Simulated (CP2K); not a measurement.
# Al (Fm-3m) in CP2K: further runs

Aim: see how the results for Al move with the level of theory and the settings. Levels: revPBE+D3(BJ), RPBE. Tasks: electrostatic potential, single point.

Program: CP2K 2026.2. These are calculated values, not measurements. Logs are shortened: lines on timing, memory, paths and dates and some standing lists are left out, and cuts for length are marked.

**1. The crystal as given**

Symmetry: Fm-3m, No. 225, cubic system. Conventional cell: a = 4.050 Å, b = 4.050 Å, c = 4.050 Å, α = 90.00°, β = 90.00°, γ = 90.00°. Around Al (site symmetry m-3m) lie 12 Al at 2.86 Å.

**2. Electrostatic potential, revPBE+D3(BJ)**

Contents of al_potential.inp:

```
&GLOBAL
  PROJECT al_potential
  RUN_TYPE ENERGY_FORCE
  PRINT_LEVEL LOW
&END GLOBAL
&FORCE_EVAL
  METHOD QS
  STRESS_TENSOR ANALYTICAL
  &DFT
    BASIS_SET_FILE_NAME BASIS_MOLOPT_UZH
    POTENTIAL_FILE_NAME POTENTIAL_UZH
    &MGRID
      CUTOFF 450
      REL_CUTOFF 60
      NGRIDS 4
    &END MGRID
    &QS
      METHOD GPW
      EPS_DEFAULT 1.0E-10
    &END QS
    &KPOINTS
      SCHEME MONKHORST-PACK 11 11 11
      GAMMA_CENTERED T
      SYMMETRY T
      SYMMETRY_BACKEND SPGLIB
    &END KPOINTS
    &SCF
      SCF_GUESS ATOMIC
      EPS_SCF 1.0E-6
      MAX_SCF 100
      ADDED_MOS 8
      CHOLESKY OFF
      EPS_EIGVAL 1.0E-7
      &DIAGONALIZATION ON
        ALGORITHM STANDARD
      &END DIAGONALIZATION
      &MIXING ON
        METHOD BROYDEN_MIXING
        ALPHA 0.4
        BETA 1.5
        NBUFFER 8
      &END MIXING
      &SMEAR ON
        METHOD METHFESSEL_PAXTON
        SIGMA [eV] 0.2
      &END SMEAR
    &END SCF
    &XC
      &XC_FUNCTIONAL
        &GGA_X_PBE_R
        &END GGA_X_PBE_R
        &GGA_C_PBE
        &END GGA_C_PBE
      &END XC_FUNCTIONAL
      &VDW_POTENTIAL
        POTENTIAL_TYPE PAIR_POTENTIAL
        &PAIR_POTENTIAL
          TYPE DFTD3(BJ)
          REFERENCE_FUNCTIONAL revPBE
          PARAMETER_FILE_NAME dftd3.dat
          R_CUTOFF 20
        &END PAIR_POTENTIAL
      &END VDW_POTENTIAL
    &END XC
    &PRINT
      &KPOINTS ON
      &END KPOINTS
      &MULLIKEN ON
      &END MULLIKEN
      &MO ON
        ENERGIES T
        OCCUPATION_NUMBERS T
        &EACH
          QS_SCF 0
        &END EACH
        ADD_LAST NUMERIC
      &END MO
      &LOWDIN ON
      &END LOWDIN
      &HIRSHFELD ON
        SHAPE_FUNCTION DENSITY
      &END HIRSHFELD
      &E_DENSITY_CUBE ON
        STRIDE 1
      &END E_DENSITY_CUBE
      &V_HARTREE_CUBE ON
        STRIDE 1
      &END V_HARTREE_CUBE
      &ELF_CUBE ON
        STRIDE 1
      &END ELF_CUBE
    &END PRINT
  &END DFT
  &SUBSYS
    &CELL
      ABC 2.8635066922 2.8635066922 2.8635066922
      ALPHA_BETA_GAMMA 59.9999999991 59.9999999996 59.9999999995
      PERIODIC XYZ
    &END CELL
    &COORD
      Al  0.0000000000 0.0000000000 0.0000000000
    &END COORD
    &KIND Al
      BASIS_SET TZVP-MOLOPT-PBE-GTH-q3
      POTENTIAL GTH-PBE-q3
    &END KIND
    &PRINT
      &ATOMIC_COORDINATES ON
      &END ATOMIC_COORDINATES
      &CELL ON
      &END CELL
    &END PRINT
  &END SUBSYS
  &PRINT
    &FORCES ON
    &END FORCES
    &STRESS_TENSOR ON
    &END STRESS_TENSOR
  &END PRINT
&END FORCE_EVAL
```

Potentials or basis: POTENTIAL_UZH Al GTH-PBE-q3; TZVP-MOLOPT-PBE-GTH basis.

Command:

```console
OMP_NUM_THREADS=1 cp2k.psmp -i al_potential.inp -o al_potential.out
```

al_potential.out:

```text

 CP2K| version string:                                       CP2K version 2026.2
 CP2K| Input file name                                          al_potential.inp

 GLOBAL| Force Environment number                                              1
 GLOBAL| Basis set file name                                    BASIS_MOLOPT_UZH
 GLOBAL| Potential file name                                       POTENTIAL_UZH
 GLOBAL| MM Potential file name                                     MM_POTENTIAL
 GLOBAL| Coordinate file name                                      __STD_INPUT__
 GLOBAL| Method name                                                        CP2K
 GLOBAL| Project name                                               al_potential
 GLOBAL| Run type                                                   ENERGY_FORCE
 GLOBAL| FFT library                                                       FFTW3
 GLOBAL| Diagonalization library                                       ScaLAPACK
 GLOBAL| Cholesky decomposition library                                ScaLAPACK
 GLOBAL| DGEMM library                                                      BLAS
 GLOBAL| Direct generalized diagonalization requested                          F
 GLOBAL| Matrix multiplication library                                 ScaLAPACK
 GLOBAL| Global print level                                                  LOW
 GLOBAL| Total number of message passing processes                             1
 GLOBAL| Number of threads for this process                                    1
 GLOBAL| CPU model name                                                  UNKNOWN

 CELL| Volume [angstrom^3]:                                            16.602734
 CELL| Vector a [angstrom]:       2.864     0.000     0.000   |a| =     2.863507
 CELL| Vector b [angstrom]:       1.432     2.480     0.000   |b| =     2.863507
 CELL| Vector c [angstrom]:       1.432     0.827     2.338   |c| =     2.863507
 CELL| Angle (b,c), alpha [degree]:                                    60.000000
 CELL| Angle (a,c), beta  [degree]:                                    60.000000
 CELL| Angle (a,b), gamma [degree]:                                    60.000000
 CELL| Numerically orthorhombic:                                              NO
 CELL| Periodicity                                                           XYZ

 CELL_REF| Volume [angstrom^3]:                                        16.602734
 CELL_REF| Vector a [angstrom     2.864     0.000     0.000   |a| =     2.863507
 CELL_REF| Vector b [angstrom     1.432     2.480     0.000   |b| =     2.863507
 CELL_REF| Vector c [angstrom     1.432     0.827     2.338   |c| =     2.863507
 CELL_REF| Angle (b,c), alpha [degree]:                                60.000000
 CELL_REF| Angle (a,c), beta  [degree]:                                60.000000
 CELL_REF| Angle (a,b), gamma [degree]:                                60.000000
 CELL_REF| Numerically orthorhombic:                                          NO
 CELL_REF| Periodicity                                                       XYZ

[... 8 lines left out ...]
 TOTAL NUMBERS AND MAXIMUM NUMBERS

  Total number of            - Atomic kinds:                                   1
                             - Atoms:                                          1
                             - Shell sets:                                     1
                             - Shells:                                         7
                             - Primitive Cartesian functions:                  4
                             - Cartesian basis functions:                     18
                             - Spherical basis functions:                     17

  Maximum angular momentum of- Orbital basis functions:                        2
                             - Local part of the GTH pseudopotential:          0
                             - Non-local part of the GTH pseudopotential:      2

 MODULE QUICKSTEP: ATOMIC COORDINATES IN ANGSTROM

   Atom Kind Element         X             Y             Z       Z(eff)     Mass
      1    1 Al   13      0.000000      0.000000      0.000000   3.0000  26.9815

 SCF PARAMETERS         Density guess:                                    ATOMIC
[... 9 lines left out ...]
                        --------------------------------------------------------
                        level_shift [a.u.]:                             0.000000
                        added MOs                                         8    0
                        --------------------------------------------------------
                        Mixing method:                            BROYDEN_MIXING
                                                charge density mixing in g-space
                        --------------------------------------------------------
                        Smear method:                          METHFESSEL_PAXTON
                        Smearing width (sigma) [a.u.]:                  7.35E-03
                        Accuracy threshold:                             1.00E-10
[... 54 lines left out ...]
 BRILLOUIN|    39           0.01803       -0.36364       -0.27273       -0.27273
 BRILLOUIN|    40           0.03606       -0.36364       -0.27273       -0.18182
 [... further k-points ...]
 *******************************************************************************

 Extrapolation method: initial_guess

 Number of electrons:                                                          3
 Number of occupied orbitals:                                                  2
 Number of molecular orbitals:                                                10

 Number of orbital functions:                                                 17
 Number of independent orbital functions:                                     17

 SCF WAVEFUNCTION OPTIMIZATION

  Step     Update method      Time    Convergence         Total energy    Change
  ------------------------------------------------------------------------------
     1 NoMix/Diag. 0.40E+00    3.2     0.50147788        -2.2405701324 -2.24E+00
     2 Broy./Diag. 0.40E+00    2.9     0.00086538        -2.2034388552  3.71E-02
     3 Broy./Diag. 0.40E+00    2.9     0.00365451        -2.1086146549  9.48E-02
     4 Broy./Diag. 0.40E+00    2.9     0.00141434        -2.0990461759  9.57E-03
     5 Broy./Diag. 0.40E+00    2.9     0.00176942        -2.0966105907  2.44E-03
     6 Broy./Diag. 0.40E+00    2.8     0.00008452        -2.0970781252 -4.68E-04
     7 Broy./Diag. 0.40E+00    2.8     0.00008937        -2.0966442231  4.34E-04
     8 Broy./Diag. 0.40E+00    2.8     0.00007038        -2.0967187895 -7.46E-05
     9 Broy./Diag. 0.40E+00    2.8     0.00000664        -2.0967255439 -6.75E-06
    10 Broy./Diag. 0.40E+00    2.8     0.00000334        -2.0967305268 -4.98E-06
    11 Broy./Diag. 0.40E+00    2.8     0.00000012        -2.0967300184  5.08E-07

  *** SCF run converged in    11 steps ***

  Electronic density on regular grids:         -2.9999999999        0.0000000001
  Core density on regular grids:                2.9999999992       -0.0000000008
  Total charge density on r-space grids:       -0.0000000007
  Total charge density g-space grids:          -0.0000000007

  Overlap energy of the core charge distribution:               0.00000000000000
  Self energy of the core charge distribution:                 -5.64177408513588
  Core Hamiltonian energy:                                      1.16753364183013
  Hartree energy:                                               3.20448144975094
  Exchange-correlation energy:                                 -0.80361120194059
  Dispersion energy:                                           -0.02332173789590
  Smearing free energy correction:                             -0.00003808496395
  Fermi energy:                                                 0.25778562239365

  Total energy:                                                -2.09673001835391

 MO| EIGENVALUES AND OCCUPATION NUMBERS FOR K POINT 1
 MO|
 MO|  Index      Eigenvalue [a.u.]        Eigenvalue [eV]             Occupation
 MO|      1               0.049855               1.356619               2.000000
 MO|      2               0.137181               3.732898               2.000000
 MO|      3               0.669169              18.209016               0.000000
 MO|      4               0.669182              18.209366               0.000000
 MO|      5               0.727738              19.802756               0.000000
 MO|      6               0.727738              19.802769               0.000000
 MO|      7               0.839492              22.843731               0.000000
 MO|      8               1.190394              32.392272               0.000000
 MO|      9               1.190400              32.392425               0.000000
 MO|     10               1.341013              36.490826               0.000000
 MO| Sum:                                                               4.000000
 MO| E(Fermi):            0.257786 a.u.          7.014704 eV
 MO| Band gap:            0.531988 a.u.         14.476117 eV
[... 200 lines left out ...]
 MO|
 MO|  Index      Eigenvalue [a.u.]        Eigenvalue [eV]             Occupation
 MO|      1               0.007295               0.198500               2.000000
 MO|      2               0.320063               8.709348              -0.000000
 MO|      3               0.445027              12.109793              -0.000000
 MO|      4               0.480381              13.071838               0.000000
 MO|      5               0.714118              19.432146               0.000000
 MO|      6               0.834035              22.695258               0.000000
 MO|      7               0.954985              25.986456               0.000000
 MO|      8               1.100281              29.940155               0.000000
 MO|      9               1.190796              32.403199               0.000000
 MO|     10               1.475807              40.158759               0.000000
 MO| Sum:                                                               2.000000
 MO| E(Fermi):            0.257786 a.u.          7.014704 eV

 [... the levels of further k-points ...]

 The electron density is written in Cube    file format to the file:

 al_potential-ELECTRON_DENSITY-1_0.cube

 !-----------------------------------------------------------------------------!
                     Mulliken Population Analysis

 #  Atom  Element  Kind  Atomic population                           Net charge
       1     Al       1          3.000000                              0.000000
 # Total charge                              3.000000                  0.000000

 !-----------------------------------------------------------------------------!

 !-----------------------------------------------------------------------------!
                           Hirshfeld Charges

  #Atom  Element  Kind  Ref Charge     Population                    Net charge
      1       Al     1       3.000          3.000                        -0.000

  Total Charge                                                           -0.000
 !-----------------------------------------------------------------------------!

 LOWDIN POPULATION ANALYSIS

 #  Atom  Element  Kind  Atomic population                           Net charge
       1     Al       1          3.000000                             -0.000000
 # Total charge                              3.000000                 -0.000000

               ----- ELF is computed on the real space grid -----

 ELF is written in Cube    file format to the file:

 al_potential-ELF_S1-1_0.cube

 ENERGY| Total FORCE_EVAL ( QS ) energy [hartree]             -2.096730125229063

 FORCES| Atomic forces [hartree/bohr]
 FORCES|   Atom     x               y               z               |f|
 FORCES|      1  1.02980621E-15  2.75180988E-16  1.45545392E-15   1.80404310E-15
 FORCES| Sum     1.02980621E-15  2.75180988E-16  1.45545392E-15
 FORCES| Total atomic force                                       1.80404310E-15

 STRESS| Analytical stress tensor [bar]
 STRESS|                        x                   y                   z
 STRESS|      x       -7.19290429876E+04  -9.85878016984E-02  -7.16160083663E-02
 STRESS|      y       -9.85878016984E-02  -7.19316256339E+04  -1.67944666219E-01
 STRESS|      z       -7.16160083663E-02  -1.67944666219E-01  -7.19297260959E+04
 STRESS| 1/3 Trace                                            -7.19301315725E+04
 STRESS| Determinant                                          -3.72162460168E+14

 STRESS| Eigenvectors and eigenvalues of the analytical stress tensor [bar]
 STRESS|                        1                   2                   3
 STRESS| Eigenvalues  -7.19316445666E+04  -7.19297171491E+04  -7.19290330018E+04
 STRESS|      x           0.040155213087      0.091874472079      0.994960622458
 STRESS|      y           0.995255368709     -0.091998008426     -0.031672030268
 STRESS|      z           0.088624544668      0.991511698280     -0.095132761216
```

Wall time 41 s (1 thread of Arm Neoverse V2, shared host); peak memory 0.24 GiB.

Results:

```yaml
Free_energy: -57.0549 eV
Pressure: -7.2 GPa
Band_gap_on_the_k_mesh: none (metal or under the smearing width)
```

Caveat: the potentials were made for another functional, which shifts forces and pressure; the basis of atomic orbitals isn't converged, which shifts pressures, moduli and gaps; pairwise dispersion overbinds metals, which lowers pressure and volume.

**3. Single point, RPBE**

Contents of al_scf.inp:

```
&GLOBAL
  PROJECT al_scf
  RUN_TYPE ENERGY_FORCE
  PRINT_LEVEL LOW
&END GLOBAL
&FORCE_EVAL
  METHOD QS
  STRESS_TENSOR ANALYTICAL
  &DFT
    BASIS_SET_FILE_NAME BASIS_MOLOPT_UZH
    POTENTIAL_FILE_NAME POTENTIAL_UZH
    &MGRID
      CUTOFF 450
      REL_CUTOFF 60
      NGRIDS 5
    &END MGRID
    &QS
      METHOD GPW
      EPS_DEFAULT 1.0E-10
    &END QS
    &KPOINTS
      SCHEME MONKHORST-PACK 11 11 11
      GAMMA_CENTERED T
      SYMMETRY T
      SYMMETRY_BACKEND SPGLIB
    &END KPOINTS
    &SCF
      SCF_GUESS ATOMIC
      EPS_SCF 1.0E-6
      MAX_SCF 100
      ADDED_MOS 8
      CHOLESKY OFF
      EPS_EIGVAL 1.0E-7
      &DIAGONALIZATION ON
        ALGORITHM STANDARD
      &END DIAGONALIZATION
      &MIXING ON
        METHOD BROYDEN_MIXING
        ALPHA 0.4
        BETA 1.5
        NBUFFER 8
      &END MIXING
      &SMEAR ON
        METHOD GAUSSIAN
        SIGMA [eV] 0.02
      &END SMEAR
    &END SCF
    &XC
      &XC_FUNCTIONAL
        &GGA_X_RPBE
        &END GGA_X_RPBE
        &GGA_C_PBE
        &END GGA_C_PBE
      &END XC_FUNCTIONAL
    &END XC
    &PRINT
      &KPOINTS ON
      &END KPOINTS
      &MULLIKEN ON
      &END MULLIKEN
      &MO ON
        ENERGIES T
        OCCUPATION_NUMBERS T
        &EACH
          QS_SCF 0
        &END EACH
        ADD_LAST NUMERIC
      &END MO
    &END PRINT
  &END DFT
  &SUBSYS
    &CELL
      ABC 2.8635066922 2.8635066922 2.8635066922
      ALPHA_BETA_GAMMA 59.9999999991 59.9999999996 59.9999999995
      PERIODIC XYZ
    &END CELL
    &COORD
      Al  0.0000000000 0.0000000000 0.0000000000
    &END COORD
    &KIND Al
      BASIS_SET TZVP-MOLOPT-PBE-GTH-q3
      POTENTIAL GTH-PBE-q3
    &END KIND
    &PRINT
      &ATOMIC_COORDINATES ON
      &END ATOMIC_COORDINATES
      &CELL ON
      &END CELL
    &END PRINT
  &END SUBSYS
  &PRINT
    &FORCES ON
    &END FORCES
    &STRESS_TENSOR ON
    &END STRESS_TENSOR
  &END PRINT
&END FORCE_EVAL
```

Potentials or basis: POTENTIAL_UZH Al GTH-PBE-q3; TZVP-MOLOPT-PBE-GTH basis.

Command:

```console
OMP_NUM_THREADS=1 cp2k.psmp -i al_scf.inp -o al_scf.out
```

It took 38 s on 1 thread of Arm Neoverse V2, shared host; peak memory 0.22 GiB.

The run converged. Its results:

* Free energy: -56.4202 eV
* Pressure: -0.8 GPa
* Band gap on the k mesh: none (metal or under the smearing width)

Levels at points of the mesh, in eV from the Fermi level:
```
           k point  band 1  band 2  band 3  band 4  band 5  band 6
(0.00, 0.00, 0.00)  -11.17   13.49   13.49   13.49   13.91   13.91
```

Caveat: the potentials were made for another functional, which shifts forces and pressure; the basis of atomic orbitals isn't converged, which shifts pressures, moduli and gaps.

**4. Single point, RPBE**

Changes to al_scf.inp since step 3:

```diff
@@ -14,3 +14,3 @@
       REL_CUTOFF 60
-      NGRIDS 5
+      NGRIDS 4
     &END MGRID
@@ -44,3 +44,3 @@
         METHOD GAUSSIAN
-        SIGMA [eV] 0.02
+        SIGMA [eV] 0.05
       &END SMEAR
@@ -68,2 +68,7 @@
       &END MO
+      &LOWDIN ON
+      &END LOWDIN
+      &HIRSHFELD ON
+        SHAPE_FUNCTION DENSITY
+      &END HIRSHFELD
     &END PRINT
@@ -72,4 +77,5 @@
     &CELL
-      ABC 2.8635066922 2.8635066922 2.8635066922
-      ALPHA_BETA_GAMMA 59.9999999991 59.9999999996 59.9999999995
+      A 2.8635066922 0.0000000000 0.0000000000
+      B 1.4317533461 2.4798695393 0.0000000000
+      C 1.4317533461 0.8266231798 2.3380434236
       PERIODIC XYZ
@@ -77,2 +83,3 @@
     &COORD
+      SCALED
       Al  0.0000000000 0.0000000000 0.0000000000
```

Command:

```console
OMP_NUM_THREADS=1 cp2k.psmp -i al_scf.inp -o al_scf.out
```

It took 37 s on 1 thread of Arm Neoverse V2, shared host; peak memory 0.23 GiB.

The run converged. Its results:

```
Free energy            : -56.4211 eV
Pressure               : -0.8 GPa
Band gap on the k mesh : none (metal or under the smearing width)
```

Levels at points of the mesh, in eV from the Fermi level:
```
           k point  band 1  band 2  band 3  band 4
(0.00, 0.00, 0.00)  -11.17   13.49   13.49   13.49
```

Caveat: the potentials were made for another functional, which shifts forces and pressure; the basis of atomic orbitals isn't converged, which shifts pressures, moduli and gaps.

**5. Summary**

```csv
task,level,smearing,NGRIDS,cutoff radius of the dispersion sum (A),gap on the mesh (eV),pressure (GPa)
electrostatic potential,revPBE+D3(BJ),methfessel-paxton 0.2 eV,4,20,none,-7.2
single point,RPBE,gaussian 0.02 eV,5,-,none,-0.8
single point,RPBE,gaussian 0.05 eV,4,-,none,-0.8
```

Alike in all rows: potentials or basis POTENTIAL_UZH Al GTH-PBE-q3; TZVP-MOLOPT-PBE-GTH basis; no spin polarisation; cell as given; k mesh 11 × 11 × 11.

Caveats: the potentials were made for another functional, which shifts forces and pressure; the basis of atomic orbitals isn't converged, which shifts pressures, moduli and gaps; pairwise dispersion overbinds metals, which lowers pressure and volume (some runs).

Absolute energies hang on the potentials; compare differences alone.
